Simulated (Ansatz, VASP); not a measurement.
## Two plane-wave programs on AlN

```
CELL_PARAMETERS angstrom
3.21097 0.00000 0.00000
-1.60549 2.78078 0.00000
0.00000 0.00000 4.28087
ATOMIC_POSITIONS crystal
Al 0.33333 0.66667 0.75000
Al 0.66667 0.33333 0.25000
N 0.33333 0.66667 0.25000
N 0.66667 0.33333 0.75000
```

Alike in both runs: task single point; functional PBE; k mesh 9 × 9 × 6; occupations gaussian, width 0.05 eV; no spin polarisation.

|  | VASP | Ansatz |
| --- | --- | --- |
| version | VASP 6.6.1 | Ansatz 0.2.0 |
| potentials or method | VASP PAW PBE potentials, release 64 (Al, N) | scalar-relativistic, plane waves, PAW |
| plane-wave cutoff (eV) | 520 | 520 |
| valence electrons in the cell | 16 | 16 |

Ansatz gave:

```
gap on the k mesh at the Fermi level (eV)       : 3.45
least direct gap on the mesh (eV)               : 3.45
pressure (GPa)                                  : 11.9
largest component of the traceless stress (GPa) : 9.29
```

**Question.** What did VASP give for the same quantities?

**Answer.** gap on the k mesh at the Fermi level (eV): 3.46; least direct gap on the mesh (eV): 3.46; pressure (GPa): 11.7; largest component of the traceless stress (GPa): 9.20.
